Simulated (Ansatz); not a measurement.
Runs of Ansatz 0.2.0 on Ta. It takes space group Im-3m (No. 229, cubic). Conventional cell: a = 3.303 Å, b = 3.303 Å, c = 3.303 Å, α = 90.00°, β = 90.00°, γ = 90.00°. Around Ta (site symmetry m-3m) lie 8 Ta at 2.86 Å. 

```tsv
task	level	potentials or basis	spin	cell	k mesh	cutoff (eV)	smearing	gap on the mesh (eV)	pressure (GPa)	relaxed volume (Å³/atom)
elastic constants	LDA	all-electron LAPW, scalar-relativistic	off	as given	8 × 8 × 8	284	fermi-dirac 0.05 eV	none	-10.7	-
relaxation of cell and atoms	RPBE	all-electron LAPW, scalar-relativistic	off	relaxed	11 × 11 × 11	-	fermi-dirac 0.05 eV	-	0.0	18.58
band structure	BLYP	all-electron LAPW, scalar-relativistic	off	as given	11 × 11 × 11	262	fermi-dirac 0.05 eV	-	8.7	-
band structure	PBEsol	all-electron LAPW, scalar-relativistic	off	as given	11 × 11 × 11	262	fermi-dirac 0.05 eV	-	(a)	-
relaxation of cell and atoms	BLYP+D3(BJ)	all-electron LAPW, scalar-relativistic	off	relaxed	11 × 11 × 11	-	fermi-dirac 0.05 eV	-	0.0	17.44
atomic charges	LDA+D3(BJ)	all-electron LAPW, relativistic spinors	SOC, no magnetisation	as given	8 × 8 × 8	263	gaussian 0.05 eV	none	(b)	-
single point	LDA	all-electron LAPW, scalar-relativistic	off	as given	11 × 11 × 11	262	gaussian 0.05 eV	none	-9.6	-
```

Alike in all rows: basis error allowed 0.001 eV/atom.

Question: Fill in the values left out.

Answer: (a) -4.4; (b) -17.0.

Caveats: the k mesh is thin for a metal, which can move the energy by tens of meV per atom (some runs); spin-orbit coupling is left out, which moves the levels of the heavy elements (some runs); a metal's response needs a denser mesh (some runs); the cell is more than 3 GPa from zero pressure, which shifts response properties (some runs); elastic constants of metals need much finer meshes, so these are rough (some runs); so large a pressure means that the cell lies far from this level's equilibrium, or that cutoff or potentials fall short (some runs); pairwise dispersion overbinds metals, which lowers pressure and volume (some runs).

A k mesh can miss the band edges, and rows without SOC leave out spin-orbit coupling on Ta.

A gap of «none» marks a metal or a gap under the smearing width.

The runs don't all hold the same shells in valence.

Runs at the PBE level aren't shown here.
